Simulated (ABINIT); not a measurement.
# Ge (P6_3mc) in ABINIT: optical spectrum with PBEsol

Aim: the optical spectrum of Ge with PBEsol.

Program: ABINIT 10.8.3 (patched build). These are calculated values, not measurements. Logs are shortened: lines on timing, memory, paths and dates and some standing lists are left out, and cuts for length are marked. The log counts tension as positive stress, the text compression.

### Step 1. The crystal as given

It takes space group P6_3mc (No. 186, hexagonal). The conventional cell has a = 4.050 Å, b = 4.050 Å, c = 10.993 Å, α = 90.00°, β = 90.00°, γ = 120.00°. Ge (site symmetry 3m) is surrounded by 3 Ge at 2.44 Å. Around Ge (site symmetry 3m) lie 3 Ge at 2.44 Å.

This isn't the form of Ge at room conditions, which is diamond.

### Step 2. Optical spectrum, PBEsol

Contents of run.abi:

```
ndtset 3

pp_dirpath "./"
pseudos "Ge.upf"

acell 3*1.0 Angstrom
rprim
     4.0504045371     0.0000000000     0.0000000000
    -2.0252022685     3.5077532247     0.0000000000
     0.0000000000     0.0000000000    10.9933590000
ntypat 1
znucl 32
natom 4
typat 1 1 1 1
xred
            2/3            1/3   0.4148480000
            1/3            2/3   0.9148480000
            0.0            0.0   0.4774520000
            0.0            0.0   0.9774520000

ecut 35.0

ngkpt 8 8 4
nshiftk 1
shiftk 0.0 0.0 0.5
istwfk *1

ixc -116133

occopt 3
tsmear 0.05 eV

nstep 80

iomode 3
prteig 0
prtebands 0

nband1 34
tolvrs1 1.0e-12
prtden1 1
prtwf1 0
kptopt1 1

iscf2 -3
getden2 1
nband2 38
nbdbuf2 4
tolwfr2 1.0e-12
nstep2 120
prtden2 0
kptopt2 1

optdriver3 8
wfk_task3 "wfk_optics_fullbz"
getwfk3 2
nband3 34
kptopt3 1
prtevk3 1
inclvkb3 2
```

Contents of optic.abi:

```
&FILES
 ddkfile_1 = 'runo_DS3_1_EVK.nc',
 ddkfile_2 = 'runo_DS3_2_EVK.nc',
 ddkfile_3 = 'runo_DS3_3_EVK.nc',
 wfkfile = 'runo_DS3_WFK.nc'
/
&PARAMETERS
 broadening = 0.003675,
 domega = 0.002,
 maxomega = 0.8,
 scissor = 0.000000,
 tolerance = 0.002
/
&COMPUTATIONS
 num_lin_comp = 2,
 lin_comp = 11,33,
 num_nonlin_comp = 0
/
```

Potentials or basis: PseudoDojo NC SR PBEsol v0.4.1 standard.

Started as:

```bash
mpirun --bind-to none -np 4 abinit run.abi > log 2>&1
optic optic.abi > optic.log 2>&1
```

run.abo:

```text
.Version 10.8.3 of ABINIT
 DATASET    1 : space group P6_3 m c (#186); Bravais hP (primitive hexag.)
================================================================================
 Values of the parameters that define the memory need for DATASET  1.
     intxc =       0    ionmov =       0      iscf =       7    lmnmax =       6
     lnmax =       6     mgfft =     120  mpssoang =       3    mqgrid =    5533
     natom =       4  nloc_mem =       1    nspden =       1   nspinor =       1
    nsppol =       1      nsym =      12    n1xccc =    2501    ntypat =       1
    occopt =       3   xclevel =       2
       mpw =       10457          nfft =      243000          nkpt =          20
================================================================================
================================================================================
[... 13 lines left out ...]
 DATASET    3 : space group P6_3 m c (#186); Bravais hP (primitive hexag.)
================================================================================
 Values of the parameters that define the memory need for DATASET  3.
     intxc =       0    ionmov =       0      iscf =       7    lmnmax =       6
     lnmax =       6     mgfft =     120  mpssoang =       3    mqgrid =    5533
     natom =       4  nloc_mem =       1    nspden =       1   nspinor =       1
    nsppol =       1      nsym =      12    n1xccc =    2501    ntypat =       1
    occopt =       3   xclevel =       2
       mpw =       10457          nfft =      243000          nkpt =          20
================================================================================
================================================================================

--------------------------------------------------------------------------------
------------- Echo of variables that govern the present computation ------------
--------------------------------------------------------------------------------
 -outvars: echo values of preprocessed input variables --------
            acell      1.8897261259E+00  1.8897261259E+00  1.8897261259E+00 Bohr
              amu      7.26100000E+01
             ecut      3.50000000E+01 Hartree
           getden1          0
           getden2          1
           getden3          0
           getwfk1          0
           getwfk2          0
           getwfk3          2
             iscf1          7
             iscf2         -3
             iscf3          7
              ixc     -116133
           jdtset        1    2    3
         kptrlatt        8    0    0      0    8    0      0    0    4
          kptrlen      6.12332422E+01
            natom           4
            nband1         34
            nband2         38
            nband3         34
           nbdbuf1          0
           nbdbuf2          4
           nbdbuf3          0
           ndtset           3
            ngfft          45      45     120
             nkpt          20
            nstep1         80
            nstep2        120
            nstep3         80
             nsym          12
           ntypat           1
           occopt           3
        optdriver1          0
        optdriver2          0
        optdriver3          8
           prtden1          1
           prtden2          0
           prtden3          1
        prtebands           0
           prteig           0
           prtevk1          0
           prtevk2          0
           prtevk3          1
            prtwf1          0
            prtwf2          1
            prtwf3          1
            rprim      4.0504045371E+00  0.0000000000E+00  0.0000000000E+00
                      -2.0252022685E+00  3.5077532247E+00  0.0000000000E+00
                       0.0000000000E+00  0.0000000000E+00  1.0993359000E+01
           shiftk      0.00000000E+00  0.00000000E+00  5.00000000E-01
          spgroup         186
           tolvrs1     1.00000000E-12
           tolvrs2     0.00000000E+00
           tolvrs3     0.00000000E+00
           tolwfr1     0.00000000E+00
           tolwfr2     1.00000000E-12
           tolwfr3     0.00000000E+00
           tsmear      1.83746611E-03 Hartree
            typat      1  1  1  1
         wfk_task1          0
         wfk_task2          0
         wfk_task3          7
           xangst      2.0252022686E+00  1.1692510749E+00  4.5605729944E+00
                       3.3333621532E-11  2.3385021498E+00  1.0057252494E+01
                       0.0000000000E+00  0.0000000000E+00  5.2488012413E+00
[... 259 lines left out ...]
- [ -3.8270776,   6.6286929,   0.0000000, ]
- [  0.0000000,   0.0000000,  20.7744377, ]
lattice_lengths: [   7.65416,    7.65416,   20.77444, ]
lattice_angles: [ 90.000,  90.000, 120.000, ] # degrees, (23, 13, 12)
lattice_volume:   1.0540336E+03
convergence: {deltae:  0.000E+00, res2:  0.000E+00, residm:  9.974E-13, diffor:  0.000E+00, }
etotal    :  -3.56721098E+02
entropy   :   0.00000000E+00
fermie    :   6.63652537E-03
cartesian_stress_tensor: null
pressure_GPa: null
xred      :
- [  6.6667E-01,   3.3333E-01,   4.1485E-01, Ge]
- [  3.3333E-01,   6.6667E-01,   9.1485E-01, Ge]
- [  0.0000E+00,   0.0000E+00,   4.7745E-01, Ge]
- [  0.0000E+00,   0.0000E+00,   9.7745E-01, Ge]
cartesian_forces: null
force_length_stats: {min: null, max: null, mean: null, }
...

 Integrated electronic density in atomic spheres:
 ------------------------------------------------
 Atom  Sphere_radius  Integrated_density
    1        2.00000         11.52668658
    2        2.00000         11.52668658
    3        2.00000         11.52165537
    4        2.00000         11.52165537
================================================================================

 ----iterations are completed or convergence reached----

 Mean square residual over all n,k,spin=   46.787E-14; max=  99.736E-14
 reduced coordinates (array xred) for    4 atoms
       0.666666666667      0.333333333333      0.414848000000
       0.333333333333      0.666666666667      0.914848000000
       0.000000000000      0.000000000000      0.477452000000
       0.000000000000      0.000000000000      0.977452000000

 cartesian coordinates (angstrom) at end:
    1      2.02520226856667     1.16925107490000     4.56057299443200
    2      0.00000000003333     2.33850214980000    10.05725249443200
    3      0.00000000000000     0.00000000000000     5.24880124126800
    4      0.00000000000000     0.00000000000000    10.74548074126800
 length scales=  1.889726125908  1.889726125908  1.889726125908 bohr
              =  1.000000000000  1.000000000000  1.000000000000 angstroms
 Eigenvalues (hartree) for nkpt=  20  k points:
 kpt#   1, nband= 38, wtk=  0.00781, kpt=  0.0000  0.0000  0.1250 (reduced coord)
  -0.89522   -0.89522   -0.89522   -0.89522   -0.89327   -0.89327   -0.89326   -0.89326
  -0.89286   -0.89285   -0.89051   -0.89049   -0.88683   -0.88683   -0.88683   -0.88683
  -0.88570   -0.88570   -0.88570   -0.88570   -0.40679   -0.40576   -0.13058   -0.11539
  -0.01050   -0.01050   -0.01014   -0.01014    0.01932    0.02553    0.06989    0.14126
   0.14696    0.14696    0.14798    0.14798    0.23560    0.24677
      occupation numbers for kpt#   1
   2.00000    2.00000    2.00000    2.00000    2.00000    2.00000    2.00000    2.00000
   2.00000    2.00000    2.00000    2.00000    2.00000    2.00000    2.00000    2.00000
   2.00000    2.00000    2.00000    2.00000    2.00000    2.00000    2.00000    2.00000
   1.99982    1.99982    1.99978    1.99978    0.00201    0.00007    0.00000    0.00000
   0.00000    0.00000    0.00000    0.00000    0.00000    0.00000
 prteigrs : prtvol=0 or 1, do not print more k-points.

--- !EnergyTerms
iteration_state     : {dtset: 2, }
comment             : Components of total free energy in Hartree
kinetic             :  2.67693233181149E+02
hartree             :  1.61224003206205E+02
xc                  : -8.61901813828963E+01
Ewald energy        : -1.35182151658091E+02
psp_core            :  6.55986979604569E+00
local_psp           : -3.82183463359249E+02
non_local_psp       : -1.88642400294466E+02
internal            : -3.56721090511302E+02
'-kT*entropy'       : -7.31310209291161E-06
total_energy        : -3.56721097824405E+02
...

--- !EnergyTermsDC
iteration_state     : {dtset: 2, }
comment             : '"Double-counting" decomposition of free energy'
band_energy         : -3.83895787883281E+01
Ewald energy        : -1.35182151658091E+02
psp_core            :  6.55986979604569E+00
xc_dc               : -1.89709229883365E+02
internal            : -3.56721090533739E+02
'-kT*entropy'       : -7.31310209291161E-06
total_energy_dc     : -3.56721097846841E+02
...

================================================================================
== DATASET  3 ==================================================================

--- !DatasetInfo
iteration_state: {dtset: 3, }
dimensions: {natom: 4, nkpt: 20, mband: 34, nsppol: 1, nspinor: 1, nspden: 1, mpw: 10457, }
cutoff_energies: {ecut:  35.0, pawecutdg:  -1.0, }
electrons: {nelect:   5.60000000E+01, charge:   0.00000000E+00, occopt:   3.00000000E+00, tsmear:   1.83746611E-03, }
meta: {optdriver: 8, wfk_task: 7, }
...

 mkfilename : getwfk/=0, take file _WFK from output of DATASET   2.

--------------------------------------------------------------------------------

 Computation of velocity matrix elements (DDK)

 Parameters extracted from the Abinit header:
    ecut:     35.0
    nkpt:    256
    mband:   38
    nsppol:  1
    nspinor: 1
    useylm:  0
    inclvkb: 2
    bmin: 1, bmax: 38
    Computing diagonal and off-diagonal matrix elements
    Between band index bmin: 1, bmax: 38

== END DATASET(S) ==============================================================
================================================================================

 -outvars: echo values of variables after computation  --------
            acell      1.8897261259E+00  1.8897261259E+00  1.8897261259E+00 Bohr
           etotal1    -3.5672109785E+02
           etotal2    -3.5672109785E+02
           etotal3     0.0000000000E+00
            fcart1     1.7589434279E-29 -1.3100291355E-27  3.2434048017E-03
                      -1.9348377707E-28  1.4115817816E-27  3.2434048017E-03
                       2.6384151418E-28 -1.4522028401E-27 -3.2434048017E-03
                      -8.7947171395E-29  1.3506501939E-27 -3.2434048017E-03
            fcart3     0.0000000000E+00  0.0000000000E+00  0.0000000000E+00
                       0.0000000000E+00  0.0000000000E+00  0.0000000000E+00
                       0.0000000000E+00  0.0000000000E+00  0.0000000000E+00
                       0.0000000000E+00  0.0000000000E+00  0.0000000000E+00
            rprim      4.0504045371E+00  0.0000000000E+00  0.0000000000E+00
                      -2.0252022685E+00  3.5077532247E+00  0.0000000000E+00
                       0.0000000000E+00  0.0000000000E+00  1.0993359000E+01
           strten1     1.0640198511E-04  1.0640198523E-04  5.9257828106E-05
                       0.0000000000E+00  0.0000000000E+00 -9.0228343836E-14
           strten3     0.0000000000E+00  0.0000000000E+00  0.0000000000E+00
                       0.0000000000E+00  0.0000000000E+00  0.0000000000E+00
           xangst      2.0252022686E+00  1.1692510749E+00  4.5605729944E+00
                       3.3333621532E-11  2.3385021498E+00  1.0057252494E+01
                       0.0000000000E+00  0.0000000000E+00  5.2488012413E+00
                       0.0000000000E+00  0.0000000000E+00  1.0745480741E+01
             xred      6.6666666667E-01  3.3333333333E-01  4.1484800000E-01
                       3.3333333333E-01  6.6666666667E-01  9.1484800000E-01
                       0.0000000000E+00  0.0000000000E+00  4.7745200000E-01
                       0.0000000000E+00  0.0000000000E+00  9.7745200000E-01
 Calculation completed.
```

Run time: 3.4 min. Hardware: 4 MPI ranks of Intel Xeon Platinum 8488C (Sapphire Rapids), shared host; peak memory 2.1 GiB.

What came out:

```
Free energy   : -9706.8756 eV
Pressure      : -2.7 GPa
Largest force : 0.167 eV/Å
```

Forces on the atoms (eV/Å):
```
Ge   0.000  0.000  0.167
Ge   0.000  0.000  0.167
Ge   0.000  0.000 -0.167
Ge   0.000  0.000 -0.167
```

Stress tensor (GPa, compression positive):
```
-3.13  0.00  0.00
 0.00 -3.13  0.00
 0.00  0.00 -1.74
```

Dielectric function (mean over the directions given):
| energy (eV) | real part | imaginary part |
| --- | --- | --- |
| 0.33 | 32.92 | 3.56 |
| 0.76 | 33.40 | 51.17 |
| 1.31 | -0.29 | 4.85 |
| 1.74 | 9.41 | 11.76 |
| 2.29 | 9.07 | 5.99 |
| 2.83 | 5.87 | 9.74 |
| 3.27 | -2.32 | 6.92 |
| 3.81 | -5.05 | 8.15 |
| 4.25 | -2.20 | 7.29 |
| 4.79 | -0.11 | 3.23 |
| 5.33 | -2.84 | 7.71 |
| 5.77 | -2.27 | 3.62 |
| 6.31 | -1.76 | 2.61 |
| 6.75 | -0.81 | 2.42 |
| 7.29 | -0.55 | 2.56 |
| 7.84 | -0.58 | 3.66 |
| 8.27 | -2.96 | 2.73 |
| 8.82 | -2.44 | 0.91 |
| 9.36 | -1.55 | 0.32 |
| 9.80 | -0.97 | 0.22 |
| 10.34 | -0.65 | 0.22 |
| 10.78 | -0.51 | 0.27 |
| 11.32 | -0.29 | 0.09 |
| 11.86 | -0.11 | 0.19 |
| 12.30 | -0.10 | 0.12 |
| 12.84 | 0.06 | 0.11 |
| 13.28 | 0.13 | 0.06 |
| 13.82 | 0.19 | 0.05 |
| 14.37 | 0.29 | 0.04 |
| 14.80 | 0.35 | 0.05 |
| 15.35 | 0.39 | 0.04 |
| 15.89 | 0.42 | 0.03 |
| 16.33 | 0.47 | 0.04 |
| 16.87 | 0.50 | 0.01 |
| 17.31 | 0.53 | 0.01 |
| 17.85 | 0.57 | 0.01 |
| 18.39 | 0.61 | 0.01 |
| 18.83 | 0.63 | 0.01 |
| 19.38 | 0.66 | 0.01 |
| 19.92 | 0.69 | 0.00 |

Caveat: the intraband (Drude) term is left out; spectra need much finer meshes, so this one isn't converged; independent-particle spectra lack excitons.
